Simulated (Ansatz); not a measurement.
# MgTe: the cost of one run

Computed with Ansatz 0.2.0 (DFT PBE, scalar-relativistic, plane waves, PAW, unless a step's input says otherwise).

2 further runs of the same task are left out: 2 set aside as unsound or not needed.

### 1 The starting structure

Symmetry: F-43m, No. 216, cubic system. Conventional cell: a = 6.509 Å, b = 6.509 Å, c = 6.509 Å, α = 90.00°, β = 90.00°, γ = 90.00°. Around Mg (site symmetry -43m) lie 4 Te at 2.82 Å. Around Te (site symmetry -43m) lie 4 Mg at 2.82 Å.

Coordinates:

```cif
data_structure
_symmetry_space_group_name_H-M 'F-43m'
_symmetry_Int_Tables_number 216
_cell_length_a 6.5093
_cell_length_b 6.5093
_cell_length_c 6.5093
_cell_angle_alpha 90.000
_cell_angle_beta 90.000
_cell_angle_gamma 90.000
_cell_volume 275.81
loop_
_atom_site_label
_atom_site_type_symbol
_atom_site_symmetry_multiplicity
_atom_site_Wyckoff_symbol
_atom_site_fract_x
_atom_site_fract_y
_atom_site_fract_z
_atom_site_occupancy
Mg1 Mg 4 a 0.00000 0.00000 0.00000 1
Te1 Te 4 c 0.25000 0.25000 0.25000 1
```

It goes back to an entry of the Materials Project, which need not be the stable form.

It is the result of an earlier relaxation at this level (volume 34.48 Å³/atom; gap on the mesh: 2.33 eV).

### 2 Static run: bands, density of states and charges

Input file input.yaml:

```yaml
crystal:
  lattice:
    - [0.0, 3.2546554833, 3.2546554833]
    - [3.2546554833, 0.0, 3.2546554833]
    - [3.2546554833, 3.2546554833, 0.0]
  atoms:
    - { symbol: Mg, position: [0.0, 0.0, 0.0] }
    - { symbol: Te, position: [0.75, 0.75, 0.75] }
basis:
  ecutwfc: 420
kpoints:
  mp_grid: { grid: [8, 8, 8] }
  band_path:
    path:
      - [[0.0, 0.0, 0.0], [-0.5, -0.5, 0.0], [-0.375, -0.375, 0.25]]
      - [[-0.375, 0.0, 0.375], [0.0, 0.0, 0.0], [0.0, 0.0, 0.5], [-0.5, -0.25, 0.25], [-0.5, -0.5, 0.0]]
    npoints: 14
hamiltonian:
  xc: pbe
scf:
  occupations: { method: gaussian, width: 0.02 }
  n_extra_bands: 6
output:
  forces: true
  stress: true
  eigenvalues: true
  populations: true
  dos: { projected: true, de: 0.02, nscf_kmesh: { grid: [12, 12, 12] } }
  bader: true
  write_density: true
  write_potential: true
  elf: true
  volumetric_format: npy
```

Run with:

```bash
$ ansatz run input.yaml --threads 1 --pin off --max-ram 2560MiB --backend cpu --events-out ev --progress --plain --runs-dir out
```

**Question.** How long does this run take on 1 thread of Intel Xeon Platinum 8488C (Sapphire Rapids), shared host, and how much memory does it need?

About 30 s, with a peak of 0.38 GiB.
